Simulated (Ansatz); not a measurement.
Density of states of In

```cif
data_structure
_symmetry_space_group_name_H-M 'I4/mmm'
_symmetry_Int_Tables_number 139
_cell_length_a 3.2523
_cell_length_b 3.2523
_cell_length_c 4.9479
_cell_angle_alpha 90.000
_cell_angle_beta 90.000
_cell_angle_gamma 90.000
_cell_volume 52.34
loop_
_atom_site_label
_atom_site_type_symbol
_atom_site_symmetry_multiplicity
_atom_site_Wyckoff_symbol
_atom_site_fract_x
_atom_site_fract_y
_atom_site_fract_z
_atom_site_occupancy
In1 In 2 a 0.00000 0.00000 0.00000 1
```

The runs use the primitive cell with vectors (-1.626, 1.626, 2.474), (1.626, -1.626, 2.474), (1.626, 1.626, -2.474) Å, to which the k mesh refers.

The geometry is COD entry 9017523, unchecked; take it as a test cell.

Spin–orbit coupling is left out, though it moves levels of the heavy atoms by tenths of an eV or more.

These are results of DFT, LDA, all-electron LAPW, scalar-relativistic in Ansatz 0.2.0, not measurements.

Sampling and basis: a Γ-centred 14×14×14 k mesh, Fermi–Dirac smearing of 0.05 eV, basis error target 0.5 meV/atom, no spin polarisation.

States per eV and cell, averaged over 0.6 eV, from -9.4 to 6.6 eV, with energies (bin centres) from the Fermi level; empty bins are left out. 

```
E (eV)  total
  -9.2   0.09
  -8.6   0.15
  -8.0   0.19
  -7.4   0.23
  -6.8   0.26
  -6.2   0.29
  -5.6   0.32
  -5.0   0.36
  -4.4   0.43
  -3.8   0.37
  -3.2   0.34
  -2.6   0.35
  -2.0   0.32
  -1.4   0.38
  -0.8   0.56
  -0.2   0.44
   0.4   0.46
   1.0   0.50
   1.6   0.50
   2.2   0.54
   2.8   0.58
   3.4   0.63
   4.0   0.69
   4.6   0.69
   5.2   0.64
   5.8   0.59
   6.4   0.55
```
